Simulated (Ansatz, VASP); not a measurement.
Rb in VASP and in Ansatz

INCAR

```
  PREC = Accurate
  ENCUT = 520
  EDIFF = 1E-6
  ISMEAR = -1
  SIGMA = 0.05
  LREAL = False
  LASPH = True
  NELM = 100
  ALGO = Normal
  ISIF = 2
  LWAVE = False
  LCHARG = False
  GGA = PS
  NBANDS = 10
```

File KPOINTS:

```
regular mesh
0
Gamma
  8 8 8
```

Contents of POSCAR:

```
Rb
1.0
   -2.7779400000      2.8060000000      2.8060000000
    2.8060000000     -2.7779400000      2.8060000000
    2.8060000000      2.8060000000     -2.7779400000
Rb
1
Direct
    0.0000000000      0.0000000000      0.0000000000
```

Input for Ansatz:

```yaml
crystal:
  lattice:
    - [-2.77794, 2.806, 2.806]
    - [2.806, -2.77794, 2.806]
    - [2.806, 2.806, -2.77794]
  atoms:
    - { symbol: Rb, position: [0.0, 0.0, 0.0] }
kpoints:
  mp_grid: { grid: [8, 8, 8] }
  band_path:
    path:
      - [0.0, 0.0, 0.0]
      - [0.0, 0.0, 0.5]
      - [-0.5, 0.5, 0.5]
      - [-0.7474684983, 0.2525315017, 0.2525315017]
      - [0.2525315017, 0.2525315017, 0.2525315017]
      - [0.0, 0.0, 0.0]
      - [-0.5, 0.0, 0.5]
    npoints: 5
scf:
  occupations: { method: fermi_dirac, width: 0.05 }
hamiltonian:
  xc: pbesol
  pseudopotentials: { kind: all_electron, lapw: { basis_error: 0.001 } }
output:
  forces: true
  stress: true
  eigenvalues: true
```

Change from the starting cell: equal xy, yz and zx shear strains of +1 %.

Alike in both runs: task single point; functional PBEsol; k mesh 8 × 8 × 8; occupations fermi-dirac, width 0.05 eV; no spin polarisation.

|  | VASP | Ansatz |
| --- | --- | --- |
| version | VASP 6.6.1 | Ansatz 0.2.0 |
| potentials or method | VASP PAW PBE potentials, release 64 (Rb_sv) | all-electron LAPW, scalar-relativistic |
| plane-wave cutoff (eV) | 520 | see its input |

|  | VASP | Ansatz | Ansatz less VASP |
| --- | --- | --- | --- |
| pressure (GPa) | -0.1 | -0.1 | 0.00 |

Ansatz ran all-electron here, so the differences hold the error of VASP's frozen core and of both bases.

Caveats: the PAW data sets were made with another functional, which shifts forces and pressure a little (VASP).
